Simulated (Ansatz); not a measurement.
Run on Fe (omega type): DFT, PBE, all-electron LAPW, scalar-relativistic (Ansatz 0.2.0). This run: omega relaxed under pressure.

The cell comes from a relaxation on PAW files under the same functional, begun from a prototype that needn't be the stable phase.

Command: `ansatz run input.yaml --threads 2 --pin off --max-ram 7168MiB --backend cpu --events-out ev --progress --plain --runs-dir out` It took 5.9 min on 2 threads of Arm Neoverse V1, with other jobs on the host, peak memory 0.84 GiB.

```yaml
crystal:
  lattice:
    - [3.9900286924, 0.0, 0.0]
    - [-1.9950143462, 3.4554662094, 0.0]
    - [0.0, 0.0, 2.4087158559]
  atoms:
    - { symbol: Fe, position: [0.0, 0.0, 0.0], spin: 2.5 }
    - { symbol: Fe, position: [0.3333333333, 0.6666666667, 0.5], spin: 2.5 }
    - { symbol: Fe, position: [0.6666666667, 0.3333333333, 0.5], spin: 2.5 }
magnetization:
  spin_polarized: true
kpoints:
  mp_grid: { grid: [9, 9, 13] }
scf:
  occupations: { method: fermi_dirac, width: 0.1 }
hamiltonian:
  xc: pbe
  pseudopotentials: { kind: all_electron, lapw: { basis_error: 0.0005 } }
output:
  forces: true
  stress: true
  eigenvalues: true
relax:
  f_tol: 0.005
  max_steps: 12
  cell: { p_target: -1.8, stress_tol: 0.03 }
```

Output:

```
The last accepted step is kept in <dir> (removed where the run ends without a failure and the disk answers)
LAPW: plane waves up to 10.506 Å⁻¹, error target 5.0e-4 eV per atom; small_component_spin mean_spin; Fe in spheres of 1.117 Å, 16 of its electrons in bands, Dirac shells [] (how accurate: hamiltonian.pseudopotentials.lapw.basis_error, Limitations)
Engine: ansatz 0.2.0
Pseudopotentials: kind: all_electron
Pseudopotential: Fe, LAPW, valence charge 16, lapw/all_electron/scalar/gaussian/Fe, Koelling and Harmon's equation, gaussian nucleus
Functional definition: PBE
  parameter kappa = 0.804
  parameter beta = 0.06672455060314922
  exchange = pbe_x(kappa = kappa, mu = beta*pi^2/3)
  correlation = pbe_c(beta = beta)
Crystal: 3 atoms, lattice volume = 33.210 Å³
Basis set: ecut = 420.53908270644376 eV, 657 PW (Γ), exchange–correlation at level 2
Bands: 34, of which v1, the nominal top of the filled ones, is band 24 counted from 1 (23 counted from 0)
Symmetry: 24 space group operations
Space group: P6/mmm (ITA 191), of the structure as read, at distance tolerance 3.2e-5 Å
Magnetic group: BNS 191.233 (UNI 1463), of the structure as read, at distance tolerance 3.2e-5 Å
k-points: 84 of 1053
Non-local potential: Fe, projectors of the file, none
Initial density: superposition of atomic densities (chi_scale 0.1, normalization cell)
Starting moments: Σ|m| = 7.5 μB on 3 of 3 sites
Initial wavefunctions: plane waves of lowest kinetic energy (no species holds an atomic orbital)
Functional: x = pbe(κ = 0.804, μ = 0.2195149727645171), c = pbe(β = 0.06672455060314922)
iter 1 solved again at ethr=1.33e-4 eV; its pass at ethr=1.00e-1 eV (dr2=6.39e-2 eV) is discarded
SCF iter   1: F=—  HF=-103901.287013 eV  |F-HF|=—  |Δ(HF+E_count)|=         —  Δρ=1.88e-2 (↑1.49e-2 ↓1.88e-2)  dr2=6.44e-2  dr2_m=6.43e-2  M=6.610 μB ∫|m|=6.663 μB  β_m=0.30  ethr=1.33e-4  ⟨swp⟩=3.0  Hψ=38299  notcnv=0
Mixer restart at iter 1: flushing history
preconditioner: auto → none  [metal: Δε(μ)=0.004 eV  Ē_g=8.531 eV  σ=0.100 eV  W_gap=0.01  n_scr=8 (ndim 8)  ℏωp=31.6 eV  f_vac=0.000  D(μ)=5.57/eV (n_scr^D=100)  sad-step TF]
SCF iter   2: F=—  HF=-103901.513016 eV  |F-HF|=—  |Δ(HF+E_count)|=         —  Δρ=1.92e-2 (↑1.60e-2 ↓1.92e-2)  dr2=3.00e-2  dr2_m=8.55e-2  M=6.438 μB ∫|m|=6.515 μB  β_m=1.00  ethr=1.33e-4  ⟨swp⟩=2.0  Hψ=15743  notcnv=0
Mixer restart at iter 2: flushing history
SCF iter   3: F=—  HF=-103901.594422 eV  |F-HF|=—  |Δ(HF+E_count)|=   8.14e-2  Δρ=1.49e-2 (↑1.49e-2 ↓1.15e-2)  dr2=1.95e-2  dr2_m=4.89e-2  M=5.747 μB ∫|m|=5.926 μB  β_m=0.30  ethr=1.04e-4  ⟨swp⟩=3.0  Hψ=18676  notcnv=0
SCF iter   4: F=—  HF=-103901.583089 eV  |F-HF|=—  |Δ(HF+E_count)|=   1.13e-2  Δρ=7.59e-3 (↑7.59e-3 ↓6.14e-3)  dr2=2.81e-3  dr2_m=1.39e-2  M=5.860 μB ∫|m|=6.044 μB  β_m=0.41  ethr=4.06e-5  ⟨swp⟩=2.1  Hψ=15751  notcnv=0
SCF iter   5: F=—  HF=-103901.587832 eV  |F-HF|=—  |Δ(HF+E_count)|=   4.74e-3  Δρ=5.55e-3 (↑4.91e-3 ↓5.55e-3)  dr2=1.29e-2  dr2_m=6.80e-3  M=5.786 μB ∫|m|=5.980 μB  β_m=0.41  ethr=5.86e-6  ⟨swp⟩=3.0  Hψ=16873  notcnv=0
SCF iter   6: F=—  HF=-103901.588334 eV  |F-HF|=—  |Δ(HF+E_count)|=   5.03e-4  Δρ=3.83e-3 (↑3.83e-3 ↓2.81e-3)  dr2=4.92e-3  dr2_m=2.85e-3  M=5.720 μB ∫|m|=5.925 μB  β_m=0.37  ethr=5.86e-6  ⟨swp⟩=3.0  Hψ=16765  notcnv=0
iter 7 solved again at ethr=4.20e-7 eV; its pass at ethr=5.86e-6 eV (dr2=2.01e-4 eV) is discarded
SCF iter   7: F=—  HF=-103901.587145 eV  |F-HF|=—  |Δ(HF+E_count)|=   1.19e-3  Δρ=5.46e-4 (↑3.10e-4 ↓5.46e-4)  dr2=2.02e-4  dr2_m=1.53e-5  M=5.689 μB ∫|m|=5.902 μB  β_m=0.55  ethr=4.20e-7  ⟨swp⟩=2.0  Hψ=26972  notcnv=0
SCF iter   8: F=—  HF=-103901.591160 eV  |F-HF|=—  |Δ(HF+E_count)|=         —  Δρ=3.18e-4 (↑2.33e-4 ↓3.18e-4)  dr2=2.73e-6  dr2_m=2.28e-5  M=5.663 μB ∫|m|=5.874 μB  β_m=0.55  ethr=4.20e-7  ⟨swp⟩=2.0  Hψ=15738  notcnv=0
the basis was enlarged: its passes take 2.2 MiB over the memory plan, 2 of 2 planned eigensolver slots
SCF iter   9: F=—  HF=-103901.591278 eV  |F-HF|=—  |Δ(HF+E_count)|=   1.18e-4  Δρ=1.57e-4 (↑9.46e-5 ↓1.57e-4)  dr2=1.49e-6  dr2_m=4.78e-6  M=5.654 μB ∫|m|=5.864 μB  β_m=0.77  ethr=5.68e-9  ⟨swp⟩=3.0  Hψ=18001  notcnv=0
SCF iter  10: F=—  HF=-103901.591313 eV  |F-HF|=—  |Δ(HF+E_count)|=   3.49e-5  Δρ=7.89e-5 (↑7.89e-5 ↓5.30e-5)  dr2=6.10e-7  dr2_m=1.19e-6  M=5.652 μB ∫|m|=5.859 μB  β_m=0.89  ethr=3.11e-9  ⟨swp⟩=3.0  Hψ=17934  notcnv=0
SCF iter  11: F=—  HF=-103901.591311 eV  |F-HF|=—  |Δ(HF+E_count)|=   1.55e-6  Δρ=1.16e-5 (↑1.16e-5 ↓9.39e-6)  dr2=2.38e-8  dr2_m=2.51e-8  M=5.652 μB ∫|m|=5.860 μB  β_m=0.91  ethr=1.27e-9  ⟨swp⟩=2.5  Hψ=16651  notcnv=0
SCF iter  12: F=—  HF=-103901.591312 eV  |F-HF|=—  |Δ(HF+E_count)|=   2.34e-7  Δρ=4.00e-6 (↑4.00e-6 ↓3.68e-6)  dr2=1.93e-9  dr2_m=4.08e-9  M=5.652 μB ∫|m|=5.860 μB  β_m=0.86  ethr=4.95e-11  ⟨swp⟩=3.0  Hψ=17319  notcnv=0
SCF iter  13: F=-103901.591312 eV  HF=-103901.591312 eV  |F-HF|=9.60e-10  |Δ(HF+E_count)|=   6.72e-9  Δρ=1.07e-6 (↑5.04e-7 ↓1.07e-6)  dr2=1.54e-9  dr2_m=5.60e-11  M=5.652 μB ∫|m|=5.860 μB  ethr=4.01e-12  ⟨swp⟩=3.0  Hψ=17602  notcnv=0
SCF 1 converged in 13 iterations: F = -103901.591312 eV  dr2 = 1.54e-9
relax step   1: F+E_penalty+E_count = -103901.59131172 eV  Δ(F+E_penalty+E_count) = +0.000e0 eV  max|allowed force component| = 2.159e-17 eV/Å  Δτ_max = 0.0000 Å  P = +6.816 GPa  Ω = 33.210 Å³  (13 SCF iters, accepted)
Crystal: 3 atoms, lattice volume = 33.978 Å³
Basis set: ecut = 414.17598252701714 eV, 657 PW (Γ), exchange–correlation at level 2
Initial density: handed on by an earlier stage of this run
Starting moments: Σ|m| = 7.5 μB on 3 of 3 sites; this step starts from the density that it was given
Initial wavefunctions: those handed on with the density
iter 1 solved again at ethr=2.18e-6 eV; its pass at ethr=1.00e-1 eV (dr2=1.05e-3 eV) is discarded
[... lines left out ...]
SCF 7 converged in 3 iterations: F = -103901.741741 eV  dr2 = 9.91e-10
relax step   7: F+E_penalty+E_count = -103901.74174069 eV  Δ(F+E_penalty+E_count) = -2.915e-5 eV  max|allowed force component| = 2.776e-17 eV/Å  Δτ_max = 0.0000 Å  P = -1.812 GPa  Ω = 36.395 Å³  stress off target by 1.83e-2 GPa  SCF on the basis re-selected at this cell (its energy is not comparable with the rows above)  (3 SCF iters)
basis re-selected at this cell: Δ(F+E_penalty+E_count) = -2.915e-5 eV, ΔP = -0.000 GPa vs the last step (what re-selecting the basis moved, after the strain that the cell walked since its last selection, with what the two solves' SCF thresholds leave and, on support functions, any second-order correction that the steps lacked; it is no measure of the basis error at this ecutwfc). The dense FFT grid was sized anew with the basis: this SCF ran on 30×30×16 points, the steps before it on 30×30×18, so part of this shift can come from that change (see relax.cell in the input reference). This SCF's stress stands 1.83e-2 GPa from its target on what of the cell is left free (relax.cell.stress_tol is 3.00e-2 GPa) and its largest allowed force component is 2.78e-17 eV/Å (relax.f_tol is 5.00e-3 eV/Å): within both
SCF converged after 3 iterations
Magnetization: 7.4557 μB (27.7279 up, 20.2721 down)
Absolute magnetization: 7.7539 μB (∫|ρ↑−ρ↓|)
Spin contamination: 0.1242 ħ² per cell (⟨S²⟩ above its minimum at these occupations)
Per-site moments (μB) at R_I (Å): [(2.6317606027444445, 1.151904979314624), (2.4701467943709794, 1.151904979314624), (2.4701467943709794, 1.151904979314624)]
Free energy (F): -103901.741741 eV
Harris-Foulkes:  -103901.741741 eV  (|F-HF|=2.05e-9)
Internal energy: -103901.628177 eV  (E = F + TS)
E sigma→0 (E₀):  -103901.684959 eV
Entropy (-TS):   -0.113564 eV (-37.855 meV/atom)
Fermi energy:    17.475957 eV
--- Per-component energies (eV) ---
  E_band       = -689.043380
  E_kinetic    = 105331.412580
  E_xc         = -4568.067336
  E_electrostatic = -204664.973422  (all electrons and nuclei)
  E_smearing   = -0.113564  (= −TS)
  E_closure    = 0.000000  (closes the sum)
  E_atoms      = -103875.013844  (free atoms, spherical and without spin; not in F)
  Σ components = -103901.741741   (vs F -103901.741741, Δ=0.00e0)
  Basis errors (estimates in eV, not in F): energy 1.5e-4 per atom: plane waves 1.4e-4 (7.5e-5 summed), levels above the bands 1.4e-44, relativity 1.3e-8, radial functions 1.4e-5, core shells 4.2e-8; eigenvalues (radial functions only) 1.2e-7; not estimated: angular momenta, meshes, grids; target (lapw.basis_error) 5.0e-4; muffin-tin radii Fe 1.152 Å
--- Forces (eV/Å), atoms counted from 1 ---
  atom   1  Fe     0.00000000    -0.00000000     0.00000000
  atom   2  Fe     0.00000000     0.00000000     0.00000000
  atom   3  Fe     0.00000000    -0.00000000     0.00000000
  max |Σ_I F_I| component: 1.39e-17 eV/Å
--- Stress (GPa, compression-positive) ---
       -1.818302       0.000000       0.000000
        0.000000      -1.818302       0.000000
        0.000000       0.000000      -1.799442
  P = ⅓ Tr σ = -1.8120 GPa (-18.120 kbar)
--- Band table (eV; the first three rows and the last of 168) ---
  k-point 0 ↑: bands = ["-70.8550", "-70.7530", "-70.6960", "-36.9263", "-36.9263", "-36.8878", "-36.8878", "-36.6671", "-36.6451", "-36.6451", "-36.5819", "-36.5506", "9.0336", "13.0891", "14.1668", "14.1668", "14.2736", "14.3137", "14.3137", "14.6045", "15.2586", "15.2586", "15.9469", "15.9469", "15.9475", "15.9475", "16.9281", "16.9281", "23.0218", "23.0218", "23.0487", "23.0487", "25.1870", "25.3423"]
  k-point 1 ↑: bands = ["-70.8521", "-70.7505", "-70.6934", "-36.9229", "-36.9229", "-36.8854", "-36.8854", "-36.6875", "-36.6444", "-36.6444", "-36.6038", "-36.5710", "9.2055", "13.2155", "14.0950", "14.0950", "14.2515", "14.2515", "14.4518", "14.7261", "15.2453", "15.2453", "15.9119", "15.9119", "15.9765", "15.9765", "16.8781", "16.8781", "23.1943", "23.1943", "23.2415", "23.2415", "25.2455", "25.3869"]
  k-point 2 ↑: bands = ["-70.8441", "-70.7437", "-70.6861", "-36.9136", "-36.9136", "-36.8787", "-36.8787", "-36.7437", "-36.6643", "-36.6424", "-36.6424", "-36.6272", "9.7073", "13.5593", "13.8876", "13.8876", "14.0796", "14.0796", "14.9620", "15.0873", "15.2345", "15.2345", "15.7952", "15.7952", "16.0544", "16.0544", "16.7768", "16.7768", "23.6833", "23.6833", "23.7880", "23.7880", "25.4180", "25.5199"]
  k-point 83 ↓: bands = ["-67.8008", "-67.8008", "-67.7292", "-34.1937", "-34.1937", "-34.1649", "-34.0008", "-33.9135", "-33.9135", "-33.8222", "-33.8222", "-33.7681", "14.2175", "15.1925", "15.1925", "15.7424", "15.7424", "15.9694", "17.2016", "17.2016", "17.7400", "17.7400", "18.3147", "19.4481", "19.6485", "19.8504", "19.8504", "19.8693", "22.2067", "22.2067", "25.6715", "25.6715", "26.6145", "32.4235"]
--- Relaxed structure (6 steps of the walk, 6 accepted, 1 SCFs on fresh bases) ---
  F+E_penalty+E_count = -103901.74174069 eV   max|allowed force component| = 2.776e-17 eV/Å   (the final SCF, on the basis selected at the relaxed cell)
  cell:  # Å, volume = 36.3954 Å³
    - [4.192552483813347, 0.0, 0.0]
    - [-2.0962762419066734, 3.6308569576819045, 0.0]
    - [0.0, 0.0, 2.390887763530871]
  atoms:
    - { symbol: Fe, position: [-1.6746026855021627e-35, 2.7093766468762764e-36, 0.0] }
    - { symbol: Fe, position: [0.33333333333333337, 0.6666666666666667, 0.5] }
    - { symbol: Fe, position: [0.6666666666666667, 0.33333333333333337, 0.5] }
```

Next run (diamond relaxed under pressure), as changes to the input before:

```diff
   lattice:
-    - [3.9900286924, 0.0, 0.0]
-    - [-1.9950143462, 3.4554662094, 0.0]
-    - [0.0, 0.0, 2.4087158559]
+    - [0.0, 2.4475633021, 2.4475633021]
+    - [2.4475633021, 0.0, 2.4475633021]
+    - [2.4475633021, 2.4475633021, 0.0]
   atoms:
-    - { symbol: Fe, position: [0.0, 0.0, 0.0], spin: 2.5 }
-    - { symbol: Fe, position: [0.3333333333, 0.6666666667, 0.5], spin: 2.5 }
-    - { symbol: Fe, position: [0.6666666667, 0.3333333333, 0.5], spin: 2.5 }
+    - { symbol: Fe, position: [-0.125, -0.125, -0.125], spin: 2.5 }
+    - { symbol: Fe, position: [0.125, 0.125, 0.125], spin: 2.5 }
 magnetization:
 kpoints:
-  mp_grid: { grid: [9, 9, 13] }
+  mp_grid: { grid: [14, 14, 14] }
 scf:
```

Results part of the output:

```
basis re-selected at this cell: Δ(F+E_penalty+E_count) = -5.530e-10 eV, ΔP = -0.000 GPa vs the last step (what re-selecting the basis moved, after the strain that the cell walked since its last selection, with what the two solves' SCF thresholds leave and, on support functions, any second-order correction that the steps lacked; it is no measure of the basis error at this ecutwfc). This SCF's stress stands 9.06e-3 GPa from its target on what of the cell is left free (relax.cell.stress_tol is 3.00e-2 GPa) and its largest allowed force component is 3.24e-17 eV/Å (relax.f_tol is 5.00e-3 eV/Å): within both
SCF converged after 3 iterations
Magnetization: 0.0000 μB (22.0000 up, 22.0000 down)
Absolute magnetization: 0.0000 μB (∫|ρ↑−ρ↓|)
Spin contamination: 0.0000 ħ² per cell (⟨S²⟩ above its minimum at these occupations)
Per-site moments (μB) at R_I (Å): [(2.666620488867011e-7, 1.028031203220866), (2.666620488867011e-7, 1.028031203220866)]
Free energy (F): -69265.691035 eV
Harris-Foulkes:  -69265.691035 eV  (|F-HF|=4.37e-11)
Internal energy: -69265.606018 eV  (E = F + TS)
E sigma→0 (E₀):  -69265.648527 eV
Entropy (-TS):   -0.085017 eV (-42.508 meV/atom)
Fermi energy:    13.442172 eV
--- Per-component energies (eV) ---
  E_band       = -8720.377094
  E_kinetic    = 70218.480171
  E_xc         = -3041.969589
  E_electrostatic = -136442.116601  (all electrons and nuclei)
  E_smearing   = -0.085017  (= −TS)
  E_closure    = 0.000000  (closes the sum)
  E_atoms      = -69250.009230  (free atoms, spherical and without spin; not in F)
  Σ components = -69265.691035   (vs F -69265.691035, Δ=0.00e0)
[... lines left out ...]
  atom   2  Fe     0.00000000     0.00000000    -0.00000000
  max |Σ_I F_I| component: 1.11e-16 eV/Å
--- Stress (GPa, compression-positive) ---
       -1.809063      -0.000000       0.000000
       -0.000000      -1.809063      -0.000000
        0.000000      -0.000000      -1.809063
  P = ⅓ Tr σ = -1.8091 GPa (-18.091 kbar)
--- Band table (eV; the first three rows and the last of 208) ---
  k-point 0 ↑: bands = ["-677.7134", "-677.7134", "-677.7134", "-677.7134", "-677.7134", "-677.7134", "-73.6398", "-73.2620", "-39.8402", "-39.8402", "-39.8402", "-39.2665", "-39.2665", "-39.2665", "6.7809", "10.7339", "10.7339", "11.0203", "11.0203", "11.0203", "13.0518", "13.0518", "13.0518", "14.6611", "14.6611", "27.5292", "27.5292", "27.5292", "27.7546", "27.7546"]
  k-point 1 ↑: bands = ["-677.7134", "-677.7134", "-677.7134", "-677.7134", "-677.7134", "-677.7134", "-73.6363", "-73.2655", "-39.8437", "-39.8437", "-39.8397", "-39.2676", "-39.2630", "-39.2630", "6.8852", "10.6698", "10.6698", "11.0258", "11.1121", "11.1121", "12.9941", "13.0434", "13.0434", "14.6606", "14.6606", "25.4825", "26.7578", "26.7578", "28.2137", "28.6365"]
  k-point 2 ↑: bands = ["-677.7134", "-677.7134", "-677.7134", "-677.7134", "-677.7134", "-677.7134", "-73.6260", "-73.2759", "-39.8533", "-39.8533", "-39.8383", "-39.2705", "-39.2534", "-39.2534", "7.1928", "10.5852", "10.5852", "11.0475", "11.2649", "11.2649", "12.8275", "13.0343", "13.0343", "14.6556", "14.6556", "23.2838", "25.9911", "25.9911", "27.6597", "29.7245"]
  k-point 103 ↓: bands = ["-677.7134", "-677.7134", "-677.7134", "-677.7134", "-677.7134", "-677.7134", "-73.4517", "-73.4517", "-39.9710", "-39.9710", "-39.5566", "-39.5566", "-39.1395", "-39.1395", "9.9346", "9.9346", "11.4103", "11.4103", "11.9918", "11.9918", "12.4302", "12.4302", "14.8561", "14.8561", "16.5361", "16.5361", "17.1764", "17.1764", "28.2904", "28.2904"]
--- Relaxed structure (1 steps of the walk, 1 accepted, 1 SCFs on fresh bases) ---
  F+E_penalty+E_count = -69265.69103514 eV   max|allowed force component| = 3.238e-17 eV/Å   (the final SCF, on the basis selected at the relaxed cell)
  cell:  # Å, volume = 29.3246 Å³
    - [0.0, 2.4475633021, 2.4475633021]
    - [2.4475633021, 0.0, 2.4475633021]
    - [2.4475633021, 2.4475633021, 0.0]
  atoms:
    - { symbol: Fe, position: [-0.125, -0.125, -0.125] }
    - { symbol: Fe, position: [0.125, 0.125, 0.125] }
```

Next run (sc relaxed under pressure), as changes to the input before:

```diff
   lattice:
-    - [0.0, 2.4475633021, 2.4475633021]
-    - [2.4475633021, 0.0, 2.4475633021]
-    - [2.4475633021, 2.4475633021, 0.0]
+    - [2.382091512, 0.0, 0.0]
+    - [0.0, 2.382091512, 0.0]
+    - [0.0, 0.0, 2.382091512]
   atoms:
-    - { symbol: Fe, position: [-0.125, -0.125, -0.125], spin: 2.5 }
-    - { symbol: Fe, position: [0.125, 0.125, 0.125], spin: 2.5 }
+    - { symbol: Fe, position: [0.0, 0.0, 0.0], spin: 2.5 }
 magnetization:
 kpoints:
-  mp_grid: { grid: [14, 14, 14] }
+  mp_grid: { grid: [16, 16, 16] }
 scf:
```

Results part of the output:

```
basis re-selected at this cell: Δ(F+E_penalty+E_count) = +8.848e-9 eV, ΔP = +0.000 GPa vs the last step (what re-selecting the basis moved, after the strain that the cell walked since its last selection, with what the two solves' SCF thresholds leave and, on support functions, any second-order correction that the steps lacked; it is no measure of the basis error at this ecutwfc). This SCF's stress stands 2.23e-4 GPa from its target on what of the cell is left free (relax.cell.stress_tol is 3.00e-2 GPa) and its largest allowed force component is 0.00e0 eV/Å (relax.f_tol is 5.00e-3 eV/Å): within both
SCF converged after 3 iterations
Magnetization: 2.4081 μB (9.2041 up, 6.7959 down)
Absolute magnetization: 2.4835 μB (∫|ρ↑−ρ↓|)
Spin contamination: 0.0340 ħ² per cell (⟨S²⟩ above its minimum at these occupations)
Per-site moments (μB) at R_I (Å): [(2.419135148500919, 1.1549743981737741)]
Free energy (F): -34633.348445 eV
Harris-Foulkes:  -34633.348445 eV  (|F-HF|=5.82e-11)
Internal energy: -34633.319703 eV  (E = F + TS)
E sigma→0 (E₀):  -34633.334074 eV
Entropy (-TS):   -0.028742 eV (-28.742 meV/atom)
Fermi energy:    15.320263 eV
--- Per-component energies (eV) ---
  E_band       = -262.880490
  E_kinetic    = 35109.897972
  E_xc         = -1522.403807
  E_electrostatic = -68220.813869  (all electrons and nuclei)
  E_smearing   = -0.028742  (= −TS)
  E_closure    = 0.000000  (closes the sum)
  E_atoms      = -34625.004615  (free atoms, spherical and without spin; not in F)
  Σ components = -34633.348445   (vs F -34633.348445, Δ=0.00e0)
  Basis errors (estimates in eV, not in F): energy 1.7e-4 per atom: plane waves 1.6e-4 (9.0e-5 summed), levels above the bands 4.3e-73, relativity 8.5e-9, radial functions 8.8e-6, core shells 3.9e-8; eigenvalues (radial functions only) 1.1e-6; not estimated: angular momenta, meshes, grids; target (lapw.basis_error) 5.0e-4; muffin-tin radii Fe 1.155 Å
--- Forces (eV/Å), atoms counted from 1 ---
  atom   1  Fe    -0.00000000     0.00000000     0.00000000
  max |Σ_I F_I| component: 7.40e-32 eV/Å
--- Stress (GPa, compression-positive) ---
       -1.799777      -0.000000      -0.000000
       -0.000000      -1.799777      -0.000000
       -0.000000      -0.000000      -1.799777
  P = ⅓ Tr σ = -1.7998 GPa (-17.998 kbar)
--- Band table (eV; the first three rows and the last of 330) ---
  k-point 0 ↑: bands = ["-72.8461", "-38.6810", "-38.6810", "-38.6810", "7.5234", "11.4736", "11.4736", "14.7062", "14.7062", "14.7062", "33.6015", "33.6015", "33.6015", "37.5113"]
  k-point 1 ↑: bands = ["-72.8442", "-38.6960", "-38.6797", "-38.6797", "7.6365", "11.4915", "11.5340", "14.6563", "14.6563", "14.7102", "32.2512", "33.7574", "33.7574", "37.5096"]
  k-point 2 ↑: bands = ["-72.8387", "-38.7386", "-38.6761", "-38.6761", "7.9682", "11.5428", "11.7114", "14.5165", "14.5165", "14.7216", "29.9002", "34.2152", "34.2152", "37.5044"]
  k-point 164 ↓: bands = ["-69.9017", "-36.2707", "-36.2707", "-36.2707", "13.7063", "13.7063", "13.7063", "18.1292", "18.1292", "27.3934", "27.4048", "27.4048", "27.4048", "32.5117"]
--- Relaxed structure (3 steps of the walk, 3 accepted, 1 SCFs on fresh bases) ---
  F+E_penalty+E_count = -34633.34844515 eV   max|allowed force component| = 0.000e0 eV/Å   (the final SCF, on the basis selected at the relaxed cell)
  cell:  # Å, volume = 13.5049 Å³
    - [2.3813905471839942, -6.419766481290786e-35, -4.65433069893582e-34]
    - [-6.419766481290786e-35, 2.3813905471839942, 0.0]
    - [-4.65433069893582e-34, 0.0, 2.3813905471839942]
  atoms:
    - { symbol: Fe, position: [0.0, 0.0, 0.0] }
```

The magnetic state is the one reached from the start moments; other orders weren't searched.
